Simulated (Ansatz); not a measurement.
**Niobium, dhcp under revPBE: from relaxation to bulk modulus**

What does revPBE give for niobium in the dhcp structure? We relax it, solve it on a dense k-mesh, then scale the cell to 7 volumes from 88 to 112 % of the relaxed one and try a fit of the equation of state. Spin polarisation is left out. The k-meshes are 12×12×4 for the relaxation; 17×17×4 for the dense run; 14×14×4 for the volumes.

Method: DFT revPBE, plane waves (420 eV) with PAW, scalar-relativistic; PAW files made under PBE, frozen cores solved again for the functional, in Ansatz 0.2.0.

## 1. The system as given

It takes space group P6_3/mmc (No. 194, hexagonal). Conventional cell: a = 2.940 Å, b = 2.940 Å, c = 9.603 Å, α = 90.00°, β = 90.00°, γ = 120.00°. Nb (site symmetry -3m) has 12 Nb at 2.94 Å as nearest neighbours. Nb (site symmetry -6m2) is surrounded by 12 Nb at 2.94 Å.

Coordinates:

```
Nb
1.0
     2.94032    0.00000    0.00000
    -1.47016    2.54639    0.00000
     0.00000    0.00000    9.60308
Nb
4
Direct
  0.00000 0.00000 0.00000
  0.00000 0.00000 0.50000
  0.33333 0.66667 0.25000
  0.66667 0.33333 0.75000
```

## 2. Geometry optimisation

input.yaml

```yaml
crystal:
  lattice:
    - [2.9403180252, 0.0, 0.0]
    - [-1.4701590126, 2.546390105, 0.0]
    - [0.0, 0.0, 9.6030786702]
  atoms:
    - { symbol: Nb, position: [0.0, 0.0, 0.0] }
    - { symbol: Nb, position: [0.0, 0.0, 0.5] }
    - { symbol: Nb, position: [0.3333333333, 0.6666666667, 0.25] }
    - { symbol: Nb, position: [0.6666666667, 0.3333333333, 0.75] }
hamiltonian:
  xc: revpbe
  pseudopotentials:
    kind: paw
    azcp:
      Nb: "pseudopotentials/Nb.paw.azcp"
basis:
  ecutwfc: 420
  fft_grid_basis: typed
kpoints:
  mp_grid: { grid: [12, 12, 4], shift: [0, 0, 0] }
magnetization:
  spin_polarized: false
scf:
  occupations: { method: fermi_dirac, width: 0.1 }
relax:
  max_steps: 60
  f_tol: 0.01
  cell: {}
```

After this run come: Single point on a dense mesh; Volume × 0.88; Volume × 0.92; Volume × 0.96; Volume × 1.0; Volume × 1.04; Volume × 1.08; Volume × 1.12.

Before running it: what results should come out? Wanted: space group; conventional cell; volume; shortest distance; gap on the mesh; relative to bcc; V₀, B₀, B₀′.

The runs gave:

| quantity | value |
| --- | --- |
| space group (spins left aside) | P6_3/mmc (No. 194) |
| conventional cell | a = 2.879 Å, c = 10.544 Å (c/a = 3.662) |
| volume | 18.924 Å³/atom |
| shortest distance | 2.879 Å |
| gap on the mesh | none (levels filled in part) |
| relative to bcc | +282 meV/atom |
| V₀, B₀, B₀′ | 18.901 Å³/atom, 157 GPa, 3.8 |

**Reading.** The relaxation enlarged the cell by 5.3 % in volume. It lies 282 meV/atom above the element's reference form at the same level (bcc, from a run of its own). Levels at the Fermi energy are filled in part, as in a metal. The fitted modulus is 157 GPa; letting shape and positions relax at each volume could only lower it. Relaxation kept the symmetry; phonons were not checked.
